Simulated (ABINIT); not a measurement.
Runs of ABINIT 10.8.3 (patched build) on Ti. Symmetry: P6/mmm, No. 191, hexagonal system. The conventional cell has a = 4.567 Å, b = 4.567 Å, c = 2.826 Å, α = 90.00°, β = 90.00°, γ = 120.00°. Ti (site symmetry -6m2) has 11 Ti at 2.64 to 2.99 Å as nearest neighbours. Ti (site symmetry 6/mmm) has 14 Ti at 2.83 to 2.99 Å as nearest neighbours. This isn't the form of Ti at room conditions, which is hcp.

| task | level | potentials or basis | k mesh | cutoff (eV) | smearing | stop of the response cycle (tolvrs) | acoustic sum rule (asr) | fine-grid cutoff | bands in the sums | broadening (eV) | mesh quality | gap on the mesh (eV) | pressure (GPa) |
| --- | --- | --- | --- | --- | --- | --- | --- | --- | --- | --- | --- | --- | --- |
| single point | PBEsol | PseudoDojo NC SR PBEsol v0.4.1 standard | 5 × 5 × 7 | 1034 | fermi-dirac 0.05 eV | - | - | - | - | - | not flagged | none | -3.8 |
| phonons | LDA | JTH PAW LDA v2.0 | 8 × 8 × 12 | 354 | gaussian 0.136 eV | 1e-08 | 2 | 707.496 eV | - | - | not flagged | none | -7.8 |
| optical spectrum | PBEsol | PseudoDojo NC SR PBEsol v0.4.1 standard | 12 × 12 × 16, shifted | 1034 | fermi-dirac 0.136 eV | - | - | - | 24 | 0.05 | not flagged | - | (a) |
| phonons | PBEsol | PseudoDojo NC SR PBEsol v0.4.1 standard | 8 × 8 × 12 | 1034 | methfessel-paxton 0.2 eV | 1e-08 | 1 | - | - | - | not flagged | none | -3.9 |
| single point | LDA | JTH PAW LDA v2.0 | 5 × 5 × 7 | 354 | fermi-dirac 0.05 eV | - | - | 707.496 eV | - | - | not flagged | none | -7.8 |
| phonons at a zone-boundary q | PBEsol | PseudoDojo NC SR PBEsol v0.4.1 standard | 6 × 6 × 8 | 1034 | cold (ABINIT) 0.1 eV | 1e-08 | - | - | - | - | not flagged | none | (b) |
| positron lifetime | LDA | JTH PAW LDA v2.0 | 5 × 5 × 6 | 354 | fermi-dirac 0.136 eV | - | - | 707.496 eV | - | - | coarse | none | -7.4 |

Alike in all rows: no spin polarisation; cell as given.

**Question.** Estimate the missing entries.

**Answer.** (a) -3.6; (b) -3.7.

Caveats: some runs use coarse meshes; the cell is more than 3 GPa from zero pressure, which shifts response properties (some runs); the intraband (Drude) term is left out (some runs); spectra need much finer meshes, so this one isn't converged (some runs); the mesh is coarse for a metal's response (some runs); the PAW basis is incomplete for the positron (some runs).

A k mesh can miss the band edges.

A gap of «none» marks a metal or a gap under the smearing width.

Not every run made on this cell is shown here.
